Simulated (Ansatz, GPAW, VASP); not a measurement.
**NiO: programs and potentials compared**

```
CELL_PARAMETERS angstrom
0.00000 2.08590 2.08590
2.08590 0.00000 2.08590
2.08590 2.08590 0.00000
ATOMIC_POSITIONS crystal
Ni 0.00000 0.00000 0.00000
O 0.50000 0.50000 0.50000
```

Alike in all runs: task band structure; functional RPBE; k mesh 11 × 11 × 11; occupations fermi-dirac, width 0.05 eV; collinear spin, ferromagnetic start; no spin-orbit coupling. A missing gap at this level doesn't show that the real crystal is a metal. The measured crystal is an antiferromagnetic insulator; the state found here is the runs' own. Pressure is positive in compression and, in plane waves, holds the error of the finite cutoff.

```
                                                    program and potentials  plane-wave cutoff (eV)                                                                                 notes  band gap (eV)  pressure (GPa)  net moment per atom (μB)
GPAW, the program's PAW data sets (release 1.2.1) made for this functional                     800  11 valence electrons an atom on average; this data set often lies off other programs         no gap           17.53                      0.90
                                         VASP, PBE PAW files Ni, O, 520 eV                     520                       potentials made for PBE; 8 valence electrons an atom on average         no gap           13.00                      0.90
                            Ansatz, all-electron LAPW, scalar-relativistic                       -                                                                                     -         no gap           13.58                      0.93
```

None finds a gap. The pressure spans 13.00 (VASP, PBE PAW files Ni, O, 520 eV) to 17.53 GPa (GPAW, the program's PAW data sets (release 1.2.1) made for this functional), with all-electron results at 13.58. The net moment per atom spans 0.90 (VASP, PBE PAW files Ni, O, 520 eV) to 0.93 μB (Ansatz, all-electron LAPW, scalar-relativistic), with all-electron results at 0.93. The cell lies far from this level's equilibrium. The state is the one that the start led to, which needn't be the lowest.

The functional is the same throughout but for its coding, so the spread measures potentials, basis and numerics; runs on potential files found faulty are left out.
